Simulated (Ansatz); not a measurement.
In SnTe (rock salt type) the Sn atom of the primitive cell, with all its periodic images, is moved by 0.02 Å along x.

```
CELL_PARAMETERS angstrom
0.00000 3.20500 3.20500
3.20500 0.00000 3.20500
3.20500 3.20500 0.00000
ATOMIC_POSITIONS crystal
Sn 0.99688 0.00312 0.00312
Te 0.50000 0.50000 0.50000
```

Computed with PBE, plane waves, PAW datasets (generated soft set 1) in Ansatz.

Cutoff 420 eV; k-mesh 8×8×8 Γ-centred; Fermi–Dirac smearing of 0.1 eV; no spin polarisation; no spin–orbit coupling.

Q: What force results, and what does it mean for the zone-centre vibration?

A: The force on it along the displacement is 0.0060 eV/Å, a force constant of -0.30 eV/Å². It is negative: the displacement lowers the energy, so on this mesh the mode is unstable.

```tsv
atom	Fx (eV/Å)	Fy (eV/Å)	Fz (eV/Å)
Sn1	0.0060	0.0000	0.0000
Te2	-0.0060	0.0000	0.0000
```

Where the force pushes the moved atom further off its site, the soft mode may be real or faked by the k-mesh. The k-mesh is modest, so these values aren't fully converged in k.
